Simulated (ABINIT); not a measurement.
# ZnS (F-43m) in ABINIT: further runs, part 2 of 2

ABINIT 10.8.3 (patched build). Earlier steps stand in the parts before.

### 4 Single point, LDA

The input, run.abi:

```
# Pseudopotentials
pp_dirpath "./"
pseudos "Zn.LDA_PW-JTH.xml, S.LDA_PW-JTH.xml"

# Structure
acell 3.8212050455 3.8212050455 3.8212050455 Angstrom
rprim
     0.0000000000     0.7071067812     0.7071067812
     0.7071067812     0.0000000000     0.7071067812
     0.7071067812     0.7071067812     0.0000000000
ntypat 2
znucl 30 16
natom 2
typat 1 2
xcart
     7.6590599831     7.6590599831     7.6590599831
     0.0000000000     0.0000000000     0.0000000000

# Plane-wave basis
ecut 20.0
pawecutdg 40.0

# k points
kptopt 1
ngkpt 5 5 5
nshiftk 1
shiftk 0.0 0.0 0.0

# Exchange and correlation
ixc 7

# Bands and occupations
nband 13
occopt 3
tsmear 0.05 eV

# SCF cycle
nstep 100
tolvrs 1.0e-9

# Output
iomode 3
prtwf 0
prtden 0
prteig 0
prtebands 0
enunit 2
```

Potentials or basis: JTH PAW LDA v2.0.

The run is started by

```
$ abinit run.abi > log 2>&1
```

Wall time 9 s (1 thread of Arm Neoverse V2, shared host); peak memory 0.08 GiB.

It converged, with:

| Item | Value |
| --- | --- |
| Free energy | -2039.4193 eV |
| Band gap on the k mesh | 1.84 eV, direct |
| Valence electrons inside the program's atomic spheres | Zn 10.81; S 3.59 |

Levels at points of the mesh, in eV from the valence-band top:
```
           k point  band 5  band 6  band 7  band 8  band 9  band 10  band 11  band 12  band 13
(0.00, 0.00, 0.00)   -6.01   -6.01    0.00    0.00    0.00     1.84     6.21     6.21     6.21
```

Caveat: the cutoff is too short for stress, so the log's stress isn't used.

### 5 Single point, PBEsol

The input, run.abi:

```
pp_dirpath "./"
pseudos "Zn.GGA_PBE-JTH.xml, S.GGA_PBE-JTH.xml"

acell 7.2210310021 7.2210310021 7.2210310021
rprim
     0.0000000000     0.7071067812     0.7071067812
     0.7071067812     0.0000000000     0.7071067812
     0.7071067812     0.7071067812     0.0000000000
ntypat 2
znucl 30 16
natom 2
typat 1 2
xred
     0.7500000000     0.7500000000     0.7500000000
     0.0000000000     0.0000000000     0.0000000000

ecut 20.0
pawecutdg 40.0

kptopt 1
ngkpt 7 7 7
nshiftk 1
shiftk 0.0 0.0 0.0

ixc -116133

nband 13
occopt 3
tsmear 0.05 eV

nstep 100
tolvrs 1.0e-9

iomode 3
prtwf 0
prteig 0
prtebands 0
prtden 1
prtvha 1
prtvclmb 1
prtpot 1
```

Potentials or basis: JTH PAW PBE v2.0.

The run is started by

```
$ abinit run.abi > log 2>&1
```

run.abo:

```text
.Version 10.8.3 of ABINIT
 Symmetries : space group F-4 3 m (#216); Bravais cF (face-center cubic)
================================================================================
 Values of the parameters that define the memory need of the present run
     intxc =       0    ionmov =       0      iscf =      17    lmnmax =      18
     lnmax =       6     mgfft =      30  mpssoang =       3    mqgrid =    3001
     natom =       2  nloc_mem =       2    nspden =       1   nspinor =       1
    nsppol =       1      nsym =      24    n1xccc =       1    ntypat =       2
    occopt =       3   xclevel =       2
       mpw =        1154          nfft =       27000          nkpt =          20
 PAW method is used; the additional fine FFT grid is defined by:
   mgfftf=        45    nfftf =     91125
================================================================================
================================================================================

--------------------------------------------------------------------------------
------------- Echo of variables that govern the present computation ------------
--------------------------------------------------------------------------------
 -outvars: echo values of preprocessed input variables --------
            acell      7.2210310021E+00  7.2210310021E+00  7.2210310021E+00 Bohr
              amu      6.53900000E+01  3.20660000E+01
             ecut      2.00000000E+01 Hartree
              ixc     -116133
         kptrlatt        7    0    0      0    7    0      0    0    7
          kptrlen      5.05472170E+01
            natom           2
            nband          13
            ngfft          30      30      30
          ngfftdg          45      45      45
             nkpt          20
            nstep         100
             nsym          24
           ntypat           2
           occopt           3
        pawecutdg      4.00000000E+01 Hartree
         pawxcdev           0
        prtebands           0
           prteig           0
           prtpot           1
         prtvclmb           1
           prtvha           1
            prtwf           0
            rprim      0.0000000000E+00  7.0710678120E-01  7.0710678120E-01
                       7.0710678120E-01  0.0000000000E+00  7.0710678120E-01
                       7.0710678120E-01  7.0710678120E-01  0.0000000000E+00
          spgroup         216
           tolvrs      1.00000000E-09
           tsmear      1.83746611E-03 Hartree
            typat      1  2
           useylm           1
           xangst      4.0529999973E+00  4.0529999973E+00  4.0529999973E+00
                       0.0000000000E+00  0.0000000000E+00  0.0000000000E+00
            xcart      7.6590599833E+00  7.6590599833E+00  7.6590599833E+00
                       0.0000000000E+00  0.0000000000E+00  0.0000000000E+00
             xred      7.5000000000E-01  7.5000000000E-01  7.5000000000E-01
                       0.0000000000E+00  0.0000000000E+00  0.0000000000E+00
            znucl       30.00000   16.00000

================================================================================

 chkinp: Checking input parameters for consistency.

================================================================================
== DATASET  1 ==================================================================

--- !DatasetInfo
iteration_state: {dtset: 1, }
dimensions: {natom: 2, nkpt: 20, mband: 13, nsppol: 1, nspinor: 1, nspden: 1, mpw: 1154, }
cutoff_energies: {ecut:  20.0, pawecutdg:  40.0, }
electrons: {nelect:   1.80000000E+01, charge:   0.00000000E+00, occopt:   3.00000000E+00, tsmear:   1.83746611E-03, }
meta: {optdriver: 0, ionmov: 0, optcell: 0, iscf: 17, paral_kgb: 0, }
...

[... 99 lines left out ...]
- [  0.00000000E+00,   0.00000000E+00,   8.28972428E-05, ]
pressure_GPa:  -2.4389E+00
xred      :
- [  7.5000E-01,   7.5000E-01,   7.5000E-01, Zn]
- [  0.0000E+00,   0.0000E+00,   0.0000E+00,  S]
cartesian_forces: # hartree/bohr
- [ -1.64795347E-30,   1.64795347E-30,   1.64795347E-30, ]
- [  1.64795347E-30,  -1.64795347E-30,  -1.64795347E-30, ]
force_length_stats: {min:   2.85433914E-30, max:   2.85433914E-30, mean:   2.85433914E-30, }
...

 Integrated electronic density in atomic spheres:
 ------------------------------------------------
 Atom  Sphere_radius  Integrated_density
    1        2.30770         10.79367969
    2        1.90380          3.58589353

================================================================================

 ----iterations are completed or convergence reached----

 Mean square residual over all n,k,spin=   26.526E-10; max=  68.571E-08
 reduced coordinates (array xred) for    2 atoms
       0.750000000000      0.750000000000      0.750000000000
       0.000000000000      0.000000000000      0.000000000000
 rms dE/dt=  1.3741E-29; max dE/dt=  0.0000E+00; dE/dt below (all hartree)
    1      -0.000000000000      0.000000000000      0.000000000000
    2       0.000000000000      0.000000000000      0.000000000000

 cartesian coordinates (angstrom) at end:
    1      4.05299999733097     4.05299999733097     4.05299999733097
    2      0.00000000000000     0.00000000000000     0.00000000000000

 cartesian forces (hartree/bohr) at end:
    1     -0.00000000000000     0.00000000000000     0.00000000000000
    2      0.00000000000000    -0.00000000000000    -0.00000000000000
 frms,max,avg= 1.6479535E-30 1.6479535E-30   0.000E+00  0.000E+00  0.000E+00 h/b

 cartesian forces (eV/Angstrom) at end:
    1     -0.00000000000000     0.00000000000000     0.00000000000000
    2      0.00000000000000    -0.00000000000000    -0.00000000000000
 frms,max,avg= 8.4741175E-29 8.4741175E-29   0.000E+00  0.000E+00  0.000E+00 e/A
 length scales=  7.221031002100  7.221031002100  7.221031002100 bohr
              =  3.821205042943  3.821205042943  3.821205042943 angstroms
 Fermi (or HOMO) energy (hartree) =   0.22871   Average Vxc (hartree)=  -0.35170
 Eigenvalues (hartree) for nkpt=  20  k points:
 kpt#   1, nband= 13, wtk=  0.00292, kpt=  0.0000  0.0000  0.0000 (reduced coord)
  -0.29218   -0.04218   -0.04218   -0.04218   -0.02379   -0.02379    0.19164    0.19164
   0.19164    0.26355    0.42199    0.42199    0.42199
      occupation numbers for kpt#   1
   2.00000    2.00000    2.00000    2.00000    2.00000    2.00000    2.00000    2.00000
   2.00000    0.00000    0.00000    0.00000    0.00000
 prteigrs : prtvol=0 or 1, do not print more k-points.

--- !EnergyTerms
iteration_state     : {dtset: 1, }
comment             : Components of total free energy in Hartree
kinetic             :  1.10067241856370E+01
hartree             :  2.11709260259071E+01
xc                  : -5.38607585412507E+00
Ewald energy        : -4.60608394705395E+01
psp_core            :  7.76162074695271E-01
local_psp           : -7.43932571030521E+01
PAW spherical_terms :  1.82216448442652E+01
internal            : -7.46647152972121E+01
'-kT*entropy'       : -2.61035470878772E-12
total_energy        : -7.46647152972147E+01
total_energy_eV     : -2.03173040689871E+03
...

--- !EnergyTermsDC
iteration_state     : {dtset: 1, }
comment             : '"Double-counting" decomposition of free energy'
band_energy         : -2.10273296210105E-01
Ewald energy        : -4.60608394705395E+01
psp_core            :  7.76162074695271E-01
xc_dc               : -2.06618884747930E+01
PAW spherical_terms : -8.50788681005058E+00
internal            : -7.46647259768978E+01
'-kT*entropy'       : -2.61035470878772E-12
total_energy_dc     : -7.46647259769005E+01
total_energy_dc_eV  : -2.03173069750777E+03
...

--- !EnergyTermsWithPAWCore
iteration_state     : {dtset: 1, }
comment             : 'Components of total free energy, including PAW core contributions'
Total energy        : -2.19328539614405E+03
Total energy DC     : -2.19328540682374E+03
Total energy (eV)   : -5.96823360621453E+04
Total energy DC (eV): -5.96823363527543E+04
...

 Cartesian components of stress tensor (hartree/bohr^3)
  sigma(1 1)=  8.28972428E-05  sigma(3 2)=  0.00000000E+00
  sigma(2 2)=  8.28972428E-05  sigma(3 1)=  0.00000000E+00
  sigma(3 3)=  8.28972428E-05  sigma(2 1)=  0.00000000E+00

-Cartesian components of stress tensor (GPa)         [Pressure= -2.4389E+00 GPa]
- sigma(1 1)=  2.43892109E+00  sigma(3 2)=  0.00000000E+00
- sigma(2 2)=  2.43892109E+00  sigma(3 1)=  0.00000000E+00
- sigma(3 3)=  2.43892109E+00  sigma(2 1)=  0.00000000E+00

== END DATASET(S) ==============================================================
================================================================================

 -outvars: echo values of variables after computation  --------
            acell      7.2210310021E+00  7.2210310021E+00  7.2210310021E+00 Bohr
           etotal     -7.4664725977E+01
            fcart     -1.6479534709E-30  1.6479534709E-30  1.6479534709E-30
                       1.6479534709E-30 -1.6479534709E-30 -1.6479534709E-30
            rprim      0.0000000000E+00  7.0710678120E-01  7.0710678120E-01
                       7.0710678120E-01  0.0000000000E+00  7.0710678120E-01
                       7.0710678120E-01  7.0710678120E-01  0.0000000000E+00
           strten      8.2897242784E-05  8.2897242784E-05  8.2897242784E-05
                       0.0000000000E+00  0.0000000000E+00  0.0000000000E+00
           xangst      4.0529999973E+00  4.0529999973E+00  4.0529999973E+00
                       0.0000000000E+00  0.0000000000E+00  0.0000000000E+00
             xred      7.5000000000E-01  7.5000000000E-01  7.5000000000E-01
                       0.0000000000E+00  0.0000000000E+00  0.0000000000E+00
 Calculation completed.
```

Run time: 30 s. Hardware: 1 thread of Arm Neoverse V2, shared host; peak memory 0.11 GiB.

Results:

```
Free energy                                           : -2031.7307 eV
Band gap on the k mesh                                : 1.96 eV, direct
Valence electrons inside the program's atomic spheres : Zn 10.79; S 3.59
```

Caveat: the cutoff is too short for stress, so the log's stress isn't used; the PAW data sets were made with another functional, which shifts forces and pressure a little.

### 6 The runs side by side

```tsv
level	potentials or basis	k mesh	mesh quality	gap on the mesh (eV)
LDA	JTH PAW LDA v2.0	4 × 4 × 4	coarse	1.83
PBEsol	JTH PAW PBE v2.0	4 × 4 × 4	coarse	1.95
LDA	JTH PAW LDA v2.0	5 × 5 × 5	not flagged	1.84
PBEsol	JTH PAW PBE v2.0	7 × 7 × 7	not flagged	1.96
```

Alike in all rows: task single point; no spin polarisation; cell as given; cutoff (eV) 544; smearing fermi-dirac 0.05 eV.

Caveats: some runs use coarse meshes; the PAW data sets were made with another functional, which shifts forces and pressure a little (some runs).

Absolute energies hang on the potentials; compare differences alone.

### 7 Comparison with measurements

Step 4. Against the measured gap of ZnS, 3.85 eV (direct; 19 K; quoted in “Electronic, vibrational, and thermodynamic properties of ZnS (zincblende and rocksalt structure)”, 2009, arxiv:0911.5022), the calculated 1.84 eV is off by -2.01 eV. So large a miss can be the level of theory's own, or it may mean another phase, state or a wrong row. The value is that of LDA, without temperature or zero-point motion. Semilocal functionals fall short of measured gaps as a rule.

Step 5. Against the measured gap of ZnS, 3.85 eV (direct; 19 K; quoted in “Electronic, vibrational, and thermodynamic properties of ZnS (zincblende and rocksalt structure)”, 2009, arxiv:0911.5022), the calculated 1.96 eV is off by -1.89 eV. The value is that of PBEsol, without temperature or zero-point motion. Semilocal functionals fall short of measured gaps as a rule.
